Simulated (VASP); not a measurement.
# C62N (a cell with a defect) in VASP: notebook, part 2 of 2

VASP 6.6.1.

**3. Hyperfine couplings, HSE06, collinear spin, ferromagnetic start**

Input file POSCAR:

```
C62N
1.0
    7.1440000000      0.0000000000      0.0000000000
    0.0000000000      7.1440000000      0.0000000000
    0.0000000000      0.0000000000      7.1440000000
N C
1 62
Direct
    0.1376137000      0.1376137000      0.1376137000
    0.0060430000      0.2497973000      0.2497973000
    0.1252786000      0.3765358000      0.3765360000
    0.2497973000      0.0060430000      0.2497973000
    0.3765360000      0.1252786000      0.3765358000
    0.2497973000      0.2497973000      0.0060430000
    0.3765360000      0.3765358000      0.1252786000
    0.9998848000      0.9998848000      0.4999747000
    0.1242797000      0.1242797000      0.6261384000
    0.9983658000      0.2474720000      0.7519808000
    0.1235710000      0.3727933000      0.8773645000
    0.2474720000      0.9983658000      0.7519808000
    0.3727933000      0.1235710000      0.8773644000
    0.2500132000      0.2500132000      0.5013940000
    0.3746622000      0.3746621000      0.6258354000
    0.9998848000      0.4999747000      0.9998848000
    0.1242797000      0.6261384000      0.1242797000
    0.9983658000      0.7519808000      0.2474720000
    0.1235710000      0.8773644000      0.3727933000
    0.2500132000      0.5013939000      0.2500132000
    0.3746622000      0.6258354000      0.3746622000
    0.2474720000      0.7519808000      0.9983658000
    0.3727933000      0.8773644000      0.1235710000
    0.9999782000      0.4999016000      0.4999016000
    0.1239472000      0.6235861000      0.6235861000
    0.0012651000      0.7503495000      0.7503495000
    0.1328261000      0.8642605000      0.8642605000
    0.2495922000      0.4989236000      0.7509342000
    0.3754975000      0.6240872000      0.8754068000
    0.2495921000      0.7509342000      0.4989236000
    0.3754975000      0.8754068000      0.6240872000
    0.4999748000      0.9998848000      0.9998848000
    0.6261384000      0.1242797000      0.1242797000
    0.5013940000      0.2500132000      0.2500132000
    0.6258354000      0.3746621000      0.3746622000
    0.7519808000      0.9983658000      0.2474720000
    0.8773644000      0.1235710000      0.3727933000
    0.7519808000      0.2474720000      0.9983658000
    0.8773644000      0.3727933000      0.1235710000
    0.4999016000      0.9999782000      0.4999016000
    0.6235861000      0.1239472000      0.6235862000
    0.4989236000      0.2495922000      0.7509342000
    0.6240873000      0.3754975000      0.8754068000
    0.7503495000      0.0012651000      0.7503495000
    0.8642605000      0.1328263000      0.8642605000
    0.7509342000      0.2495922000      0.4989236000
    0.8754068000      0.3754975000      0.6240873000
    0.4999016000      0.4999016000      0.9999782000
    0.6235861000      0.6235861000      0.1239472000
    0.4989234000      0.7509342000      0.2495921000
    0.6240872000      0.8754068000      0.3754975000
    0.7509342000      0.4989236000      0.2495922000
    0.8754066000      0.6240872000      0.3754975000
    0.7503495000      0.7503495000      0.0012651000
    0.8642605000      0.8642605000      0.1328261000
    0.5000739000      0.5000739000      0.5000739000
    0.6250497000      0.6250497000      0.6250497000
    0.5000887000      0.7501054000      0.7501054000
    0.6254012000      0.8751811000      0.8751810000
    0.7501054000      0.5000887000      0.7501054000
    0.8751810000      0.6254013000      0.8751810000
    0.7501054000      0.7501054000      0.5000887000
    0.8751810000      0.8751810000      0.6254012000
```

Input file INCAR.step1:

```
SYSTEM = C62N
ALGO = Normal
EDIFF = 1E-5
ENCUT = 420
GGA = PE
ISIF = 2
ISMEAR = 0
ISPIN = 2
ISYM = 0
LASPH = .True.
LCHARG = .False.
LDMATRIX = .True.
LEFG = .True.
LORBIT = 11
LREAL = .False.
LWAVE = .True.
MAGMOM = 0 0 0 0 0 0 0 0 0 0 0 0 0 0 0 0 0 0 0 0 0 0 0 0 0 0 0.66 0 0 0 0 0 0 0 0 0 0 0 0 0 0 0 0 0 0.66 0 0 0 0 0 0 0 0 0 0.66 0 0 0 0 0 0 0 0
NCORE = 4
NELECT = 254
NELM = 100
NGYROMAG = 3.0777 10.7084
NUPDOWN = 2
PREC = Accurate
QUAD_EFG = 20.44 0
SIGMA = 0.01
```

Input file INCAR.step2:

```
SYSTEM = C62N
ALGO = Normal
EDIFF = 1E-6
ENCUT = 420
GGA = PE
HFSCREEN = 0.2
ISIF = 2
ISMEAR = 0
ISPIN = 2
ISTART = 1
ISYM = 0
LASPH = .True.
LCHARG = .False.
LDMATRIX = .True.
LEFG = .True.
LHFCALC = .True.
LHYPERFINE = .True.
LORBIT = 11
LREAL = .False.
LWAVE = .False.
MAGMOM = 0 0 0 0 0 0 0 0 0 0 0 0 0 0 0 0 0 0 0 0 0 0 0 0 0 0 0.66 0 0 0 0 0 0 0 0 0 0 0 0 0 0 0 0 0 0.66 0 0 0 0 0 0 0 0 0 0.66 0 0 0 0 0 0 0 0
NCORE = 4
NELECT = 254
NELM = 100
NGYROMAG = 3.0777 10.7084
NUPDOWN = 2
PREC = Accurate
PRECFOCK = Normal
QUAD_EFG = 20.44 0
SIGMA = 0.01
```

Input file KPOINTS:

```
k-points
0
Gamma
  1 1 1
  0 0 0
```

Potentials or basis: VASP PAW PBE potentials, release 64 (N, C).

The run is started by

```
$ cat potpaw_PBE.64/N/POTCAR potpaw_PBE.64/C/POTCAR > POTCAR
$ cp INCAR.step1 INCAR
$ mpirun -np 8 vasp_std > vasp.out
$ cp INCAR.step2 INCAR
$ mpirun -np 8 vasp_std > vasp.out
```

OUTCAR:

```text
SYSTEM = C62N
   EDIFF = 1E-6
   ENCUT = 420
   GGA = PE
   HFSCREEN = 0.2
   ISIF = 2
   ISMEAR = 0
   ISPIN = 2
   ISTART = 1
   ISYM = 0
   LASPH = .True.
   LHFCALC = .True.
   LORBIT = 11
   LREAL = .False.
   NELECT = 254
   NELM = 100
   NUPDOWN = 2
   PREC = Accurate
   PRECFOCK = Normal

 ion  position               nearest neighbor table
   1  0.138  0.138  0.138-   2 1.47   4 1.47   6 1.47
   2  0.006  0.250  0.250-   1 1.47   3 1.54  37 1.56  39 1.56
   3  0.125  0.377  0.377-  24 1.53   2 1.54  14 1.55  20 1.55
   4  0.250  0.006  0.250-   1 1.47   5 1.54  19 1.56  23 1.56
   5  0.377  0.125  0.377-  40 1.53   4 1.54  34 1.55  14 1.55
   6  0.250  0.250  0.006-   1 1.47   7 1.54  11 1.56  13 1.56
   7  0.377  0.377  0.125-  48 1.53   6 1.54  34 1.55  20 1.55
[... 42 lines left out ...]
  50  0.499  0.751  0.250-  21 1.54  51 1.55  49 1.56  23 1.56
  51  0.624  0.875  0.375-  40 1.54  50 1.55  62 1.55  36 1.56
  52  0.751  0.499  0.250-  35 1.54  53 1.55  49 1.56  39 1.56
  53  0.875  0.624  0.375-  24 1.54  52 1.55  62 1.55  18 1.56
  54  0.750  0.750  0.001-  55 1.49  61 1.55  59 1.55  49 1.55
  55  0.864  0.864  0.133-  54 1.49  36 1.49  18 1.49
  56  0.500  0.500  0.500-  57 1.55  21 1.55  35 1.55  15 1.55
  57  0.625  0.625  0.625-  56 1.55  58 1.55  60 1.55  62 1.55
  58  0.500  0.750  0.750-  57 1.55  59 1.55  29 1.55  31 1.55
  59  0.625  0.875  0.875-  32 1.55  58 1.55  44 1.55  54 1.55
  60  0.750  0.500  0.750-  57 1.55  61 1.55  43 1.55  47 1.55
  61  0.875  0.625  0.875-  16 1.55  60 1.55  54 1.55  26 1.55
  62  0.750  0.750  0.500-  57 1.55  63 1.55  53 1.55  51 1.55
  63  0.875  0.875  0.625-   8 1.55  62 1.55  44 1.55  26 1.55

IMPORTANT INFORMATION: All symmetrisations will be switched off!
NOSYMM: (Re-)initialisation of all symmetry stuff for point group C_1.

----------------------------------------------------------------------------------------

                                     Primitive cell

  volume of cell :     364.6064

  direct lattice vectors                    reciprocal lattice vectors
     7.144000000  0.000000000  0.000000000     0.139977604  0.000000000  0.000000000
     0.000000000  7.144000000  0.000000000     0.000000000  0.139977604  0.000000000
     0.000000000  0.000000000  7.144000000     0.000000000  0.000000000  0.139977604

  length of vectors
     7.144000000  7.144000000  7.144000000     0.139977604  0.139977604  0.139977604

  position of ions in fractional coordinates (direct lattice)
     0.137613700  0.137613700  0.137613700
     0.006043000  0.249797300  0.249797300
     0.125278600  0.376535800  0.376536000
     0.249797300  0.006043000  0.249797300
     0.376536000  0.125278600  0.376535800
     0.249797300  0.249797300  0.006043000
[... 55 lines left out ...]
     0.750105400  0.750105400  0.500088700
     0.875181000  0.875181000  0.625401200

  ion indices of the primitive-cell ions
   primitive index   ion index
                 1           1
                 2           2
                 3           3
                 4           4
                 5           5
                 6           6
[... 621 lines left out ...]

 Electric field gradients after diagonalization (V/A^2)
 (convention: |V_zz| > |V_xx| > |V_yy|)
----------------------------------------------------------------------
 ion       V_xx      V_yy      V_zz     asymmetry (V_yy - V_xx)/ V_zz
----------------------------------------------------------------------
   1      75.245    75.245  -150.491       0.000
   2      -9.103    -8.661    17.764       0.025
   3       3.110     0.471    -3.581       0.737
   4      -9.103    -8.661    17.764       0.025
   5       3.110     0.471    -3.581       0.737
   6      -9.103    -8.661    17.764       0.025
[... 55 lines left out ...]
  62       0.705     0.660    -1.365       0.034
  63      -1.397    -0.795     2.191       0.275
----------------------------------------------------------------------

           NMR quadrupolar parameters

 Cq : quadrupolar parameter    Cq=e*Q*V_zz/h
 eta: asymmetry parameters     (V_yy - V_xx)/ V_zz
 Q  : nuclear electric quadrupole moment in mb (millibarn)
----------------------------------------------------------------------
 ion       Cq(MHz)       eta       Q (mb)
----------------------------------------------------------------------
   1      -7.438       0.000      20.440
   2       0.000       0.025       0.000
   3       0.000       0.737       0.000
   4       0.000       0.025       0.000
   5       0.000       0.737       0.000
   6       0.000       0.025       0.000
[... 55 lines left out ...]
  62       0.000       0.034       0.000
  63       0.000       0.275       0.000
----------------------------------------------------------------------

 Fermi contact (isotropic) hyperfine coupling parameter (MHz)
 -------------------------------------------------------------
  ion      A_pw      A_1PS     A_1AE     A_1c      A_tot
 -------------------------------------------------------------
   1       0.061     0.059    -3.243    -0.291    -3.241
   2      -0.018    -0.018    -0.795    -0.006    -0.795
   3       0.210     0.210     0.440    -0.416     0.439
   4      -0.018    -0.018    -0.795    -0.006    -0.795
   5       0.210     0.210     0.440    -0.416     0.439
   6      -0.018    -0.018    -0.795    -0.006    -0.794
[... 55 lines left out ...]
  62      -0.165    -0.167    -3.116     0.175    -3.113
  63       0.647     0.651     4.940    -1.077     4.935
 -------------------------------------------------------------

 Dipolar hyperfine coupling parameters (MHz)
 ---------------------------------------------------------------------
  ion      A_xx      A_yy      A_zz      A_xy      A_xz      A_yz
 ---------------------------------------------------------------------
   1       0.000     0.000    -0.000    -0.011    -0.011    -0.011
   2      -0.613     0.307     0.307     0.069     0.069     0.639
   3      -0.022     0.011     0.011    -0.342    -0.342     0.285
   4       0.307    -0.613     0.307     0.069     0.639     0.069
   5       0.011    -0.022     0.011    -0.342     0.285    -0.342
   6       0.307     0.307    -0.613     0.639     0.069     0.069
[... 55 lines left out ...]
  62      -0.229    -0.229     0.457     0.086    -0.068    -0.068
  63      -0.243    -0.243     0.486    -1.073     0.651     0.651
 ---------------------------------------------------------------------

 Total hyperfine coupling parameters after diagonalization (MHz)
 (convention: |A_zz| > |A_xx| > |A_yy|)
 ----------------------------------------------------------------------
  ion      A_xx      A_yy      A_zz     asymmetry (A_yy - A_xx)/ A_zz
 ----------------------------------------------------------------------
   1      -3.229    -3.229    -3.263      -0.000
   2      -1.127     0.158    -1.414      -0.909
   3       0.165     0.067     1.086      -0.090
   4      -1.127     0.158    -1.414      -0.909
   5       0.165     0.068     1.086      -0.090
   6      -1.127     0.158    -1.414      -0.909
[... 55 lines left out ...]
  62      -3.271    -2.640    -3.428      -0.184
  63       5.765     3.232     5.809      -0.436
 ---------------------------------------------------------------------

 Spin-spin contribution to zero-field splitting tensor (MHz)
 ---------------------------------------------------------------
      D_xx      D_yy      D_zz      D_xy      D_xz      D_yz
 ---------------------------------------------------------------
      0.001    -0.004     0.004  1113.831  1113.825  1113.829
 ---------------------------------------------------------------

 after diagonalization
 ---------------------------------------------
     D_diag          eigenvector (x,y,z)
 ---------------------------------------------
  -1113.822      -0.615    -0.157     0.773
  -1113.834       0.537    -0.801     0.264
   2227.656       0.577     0.577     0.577
---------------------------------------------

 total charge

# of ion       s       p       d       tot
------------------------------------------
    1        1.215   2.688   0.000   3.903
    2        0.826   1.716   0.000   2.542
    3        0.836   1.764   0.000   2.600
    4        0.826   1.716   0.000   2.542
    5        0.836   1.764   0.000   2.600
    6        0.826   1.716   0.000   2.542
[... 55 lines left out ...]
   62        0.830   1.751   0.000   2.582
   63        0.831   1.750   0.000   2.580
--------------------------------------------------
tot         52.798 111.244   0.000 164.042

 magnetization (x)

# of ion       s       p       d       tot
------------------------------------------
    1       -0.002   0.005   0.000   0.003
    2       -0.000  -0.000   0.000  -0.000
    3        0.000   0.003   0.000   0.004
    4       -0.000  -0.000   0.000  -0.000
    5        0.000   0.003   0.000   0.004
    6       -0.000  -0.000   0.000  -0.000
[... 55 lines left out ...]
   62       -0.001  -0.002   0.000  -0.003
   63        0.001   0.010   0.000   0.011
--------------------------------------------------
tot          0.138   1.163   0.000   1.301
```

Wall time 6.4 min (8 MPI ranks of Intel Xeon Platinum 8259CL at 2.50GHz (Skylake/Cascade Lake), shared host); peak memory 0.3 GiB.

Results:

```
Free energy                                           : -643.7535 eV
Largest force                                         : 0.254 eV/Å
Net moment                                            : 2.00 μB per cell
Site moments                                          : N +0.00; C -0.00, +0.00, +0.01, -0.01, +0.02, -0.02, +0.35, +0.03 μB
Valence electrons inside the program's atomic spheres : N 3.90; C 2.54, 2.60, 2.59, 2.58, 2.57, 2.61
```

Forces on the atoms (eV/Å):
```
N    0.146  0.146  0.146
C    0.054 -0.010 -0.010
C    0.003 -0.015 -0.015
C   -0.010  0.054 -0.010
C   -0.015  0.003 -0.015
C   -0.010 -0.010  0.054
C   -0.015 -0.015  0.003
C    0.002  0.002 -0.011
C   -0.010 -0.010  0.030
C    0.023  0.086 -0.106
C    0.009 -0.008  0.011
C    0.086  0.023 -0.106
C   -0.008  0.009  0.012
C    0.003  0.003 -0.014
C    0.002  0.002  0.010
C    0.002 -0.011  0.002
C   -0.010  0.030 -0.010
C    0.023 -0.106  0.086
C    0.009  0.012 -0.008
C    0.003 -0.014  0.003
C    0.002  0.010  0.002
C    0.086 -0.106  0.023
C   -0.008  0.012  0.009
C   -0.016 -0.010 -0.010
C   -0.012  0.031  0.031
C   -0.027 -0.113 -0.113
C   -0.039  0.011  0.011
C   -0.003 -0.005 -0.011
C   -0.016  0.030  0.025
C   -0.003 -0.011 -0.005
C   -0.016  0.025  0.030
C   -0.011  0.002  0.002
C    0.030 -0.010 -0.010
C   -0.014  0.003  0.003
C    0.010  0.002  0.002
C   -0.106  0.023  0.086
C    0.011  0.009 -0.008
C   -0.106  0.086  0.023
C    0.012 -0.008  0.009
C   -0.010 -0.016 -0.010
C    0.031 -0.012  0.031
C   -0.005 -0.003 -0.011
C    0.030 -0.016  0.025
C   -0.113 -0.027 -0.113
C    0.011 -0.039  0.011
C   -0.011 -0.004 -0.005
C    0.025 -0.016  0.030
C   -0.010 -0.010 -0.016
C    0.031  0.031 -0.012
C   -0.005 -0.011 -0.003
C    0.030  0.025 -0.016
C   -0.011 -0.005 -0.003
C    0.025  0.030 -0.016
C   -0.113 -0.113 -0.027
C    0.011  0.011 -0.039
C   -0.005 -0.005 -0.005
C    0.010  0.010  0.010
C   -0.003 -0.013 -0.013
C    0.033  0.005  0.005
C   -0.013 -0.002 -0.013
C    0.005  0.033  0.005
C   -0.013 -0.013 -0.003
C    0.005  0.005  0.033
```

Electric field gradients, principal values (V/Å²):
| atom | Vxx | Vyy | Vzz |
| --- | --- | --- | --- |
| 1 N | 75.245 | 75.245 | -150.491 |
| 2 C | -8.661 | -9.103 | 17.764 |
| 3 C | 0.471 | 3.110 | -3.581 |
| 4 C | -8.661 | -9.103 | 17.764 |
| 5 C | 0.471 | 3.110 | -3.581 |
| 6 C | -8.661 | -9.103 | 17.764 |
| 7 C | 0.471 | 3.110 | -3.581 |
| 8 C | 0.051 | 0.611 | -0.662 |
| 9 C | -1.135 | -1.722 | 2.857 |
| 10 C | 2.762 | 7.544 | -10.305 |
| 11 C | -0.028 | -3.405 | 3.432 |
| 12 C | 2.762 | 7.544 | -10.305 |
| 13 C | -0.028 | -3.404 | 3.432 |
| 14 C | 0.023 | 0.998 | -1.022 |
| 15 C | -0.764 | -0.952 | 1.715 |
| 16 C | 0.051 | 0.611 | -0.662 |
| 17 C | -1.135 | -1.722 | 2.857 |
| 18 C | 2.762 | 7.544 | -10.305 |
| 19 C | -0.028 | -3.404 | 3.432 |
| 20 C | 0.023 | 0.998 | -1.022 |
| 21 C | -0.764 | -0.952 | 1.715 |
| 22 C | 2.762 | 7.544 | -10.305 |
| 23 C | -0.028 | -3.404 | 3.432 |
| 24 C | 0.323 | 1.467 | -1.791 |
| 25 C | -0.100 | -3.897 | 3.997 |
| 26 C | 3.600 | 7.336 | -10.936 |
| 27 C | 8.273 | 10.334 | -18.607 |
| 28 C | -0.445 | -1.231 | 1.676 |
| 29 C | 1.372 | 1.499 | -2.872 |
| 30 C | -0.445 | -1.231 | 1.676 |
| 31 C | 1.372 | 1.499 | -2.871 |
| 32 C | 0.051 | 0.611 | -0.662 |
| 33 C | -1.135 | -1.722 | 2.857 |
| 34 C | 0.023 | 0.998 | -1.022 |
| 35 C | -0.764 | -0.952 | 1.715 |
| 36 C | 2.762 | 7.544 | -10.305 |
| 37 C | -0.028 | -3.405 | 3.432 |
| 38 C | 2.762 | 7.544 | -10.305 |
| 39 C | -0.028 | -3.405 | 3.432 |
| 40 C | 0.323 | 1.467 | -1.791 |
| 41 C | -0.100 | -3.897 | 3.997 |
| 42 C | -0.445 | -1.231 | 1.676 |
| 43 C | 1.372 | 1.499 | -2.871 |
| 44 C | 3.600 | 7.336 | -10.936 |
| 45 C | 8.273 | 10.334 | -18.607 |
| 46 C | -0.445 | -1.231 | 1.676 |
| 47 C | 1.372 | 1.499 | -2.871 |
| 48 C | 0.323 | 1.467 | -1.791 |
| 49 C | -0.100 | -3.897 | 3.997 |
| 50 C | -0.445 | -1.231 | 1.676 |
| 51 C | 1.372 | 1.499 | -2.872 |
| 52 C | -0.445 | -1.231 | 1.676 |
| 53 C | 1.372 | 1.499 | -2.871 |
| 54 C | 3.600 | 7.336 | -10.936 |
| 55 C | 8.273 | 10.334 | -18.606 |
| 56 C | 0.583 | 0.583 | -1.165 |
| 57 C | -0.489 | -0.489 | 0.979 |
| 58 C | 0.660 | 0.705 | -1.365 |
| 59 C | -0.795 | -1.397 | 2.191 |
| 60 C | 0.660 | 0.705 | -1.365 |
| 61 C | -0.795 | -1.397 | 2.191 |
| 62 C | 0.660 | 0.705 | -1.365 |
| 63 C | -0.795 | -1.397 | 2.191 |

Hyperfine coupling, principal values (MHz):
```
atom               values
 1 N     -3.2, -3.2, -3.3
 2 C      -1.1, 0.2, -1.4
 3 C        0.2, 0.1, 1.1
 4 C      -1.1, 0.2, -1.4
 5 C        0.2, 0.1, 1.1
 6 C      -1.1, 0.2, -1.4
 7 C        0.2, 0.1, 1.1
 8 C     -2.9, -1.3, -3.0
 9 C        1.5, 0.5, 2.3
10 C   -11.8, -8.3, -12.0
11 C        2.7, 2.4, 4.3
12 C   -11.8, -8.3, -12.0
13 C        2.7, 2.4, 4.3
14 C     -1.0, -0.8, -1.1
15 C        1.1, 0.9, 1.2
16 C     -2.9, -1.3, -3.0
17 C        1.5, 0.5, 2.3
18 C   -11.8, -8.3, -12.0
19 C        2.7, 2.4, 4.4
20 C     -1.0, -0.8, -1.1
21 C        1.1, 0.9, 1.3
22 C   -11.8, -8.3, -12.0
23 C        2.7, 2.4, 4.4
24 C      -1.6, 0.4, -3.3
25 C     15.9, 15.7, 21.3
26 C  -13.0, -11.0, -13.1
27 C  120.1, 119.3, 204.8
28 C     -1.8, -1.2, -2.0
29 C     15.4, 14.9, 21.5
30 C     -1.8, -1.2, -2.0
31 C     15.4, 14.9, 21.5
32 C     -2.9, -1.3, -3.0
33 C        1.5, 0.5, 2.3
34 C     -1.0, -0.8, -1.1
35 C        1.1, 0.9, 1.3
36 C   -11.8, -8.3, -12.0
37 C        2.7, 2.4, 4.4
38 C   -11.8, -8.3, -12.0
39 C        2.7, 2.4, 4.3
40 C      -1.6, 0.4, -3.3
41 C     15.9, 15.7, 21.3
42 C     -1.8, -1.2, -2.0
43 C     15.4, 14.9, 21.5
44 C  -13.0, -11.0, -13.1
45 C  120.1, 119.3, 204.8
46 C     -1.8, -1.2, -2.0
47 C     15.4, 14.9, 21.5
48 C      -1.6, 0.4, -3.3
49 C     15.9, 15.7, 21.3
50 C     -1.8, -1.2, -2.0
51 C     15.4, 14.9, 21.5
52 C     -1.8, -1.2, -2.0
53 C     15.4, 14.9, 21.5
54 C  -13.0, -11.0, -13.1
55 C  120.1, 119.3, 204.8
56 C     -0.1, -0.1, -0.3
57 C     -1.4, -1.4, -1.6
58 C     -3.3, -2.6, -3.4
59 C        5.8, 3.2, 5.8
60 C     -3.3, -2.6, -3.4
61 C        5.8, 3.2, 5.8
62 C     -3.3, -2.6, -3.4
63 C        5.8, 3.2, 5.8
```

Caveat: the cell carries a net charge on a neutralising background, which shifts energy and pressure; the PAW data sets were made with another functional, which shifts forces and pressure a little; the total moment is fixed, so each spin has its own Fermi level.
